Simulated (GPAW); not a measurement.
Al:

```
Al
1.0
     4.49160    0.00000    0.00000
    -2.24580    3.88984    0.00000
     0.00000    0.00000    2.72260
Al
2
Direct
  0.33333 0.66667 0.00000
  0.66666 0.33334 0.00000
```

The cell was built by a generator and needn't be a form met in nature.

Base run:

```yaml
Program: GPAW 26.7.0
Functional: PBEsol
Potentials_or_basis: PAW data sets generated in the run's folder for this functional
Cutoff: 600 eV
Basis: pw
k_mesh: 7 × 7 × 10
Occupations: fermi-dirac, width 0.05 eV
Spin: no spin polarisation
```

Its results: band gap on the k mesh none (metal or under the smearing width); pressure 0.6 GPa.

Task: After a change of settings the same cell gave: band gap on the k mesh none (metal or under the smearing width); pressure 1.8 GPa. Which change was it?
A. functional from PBEsol to SCAN; potentials or basis from PAW data sets generated in the run's folder for this functional to GPAW PAW data sets (gpaw-data 1.2.1)
B. functional from PBEsol to RPBE; potentials or basis from PAW data sets generated in the run's folder for this functional to the program's PAW data sets (release 1.2.1) made for this functional
C. functional from PBEsol to PW91
D. functional from PBEsol to LDA; potentials or basis from PAW data sets generated in the run's folder for this functional to the program's PAW data sets (release 1.2.1) made for this functional

Result: C.

PW91 binds less tightly than PBEsol, so the same cell stands under more pressure.
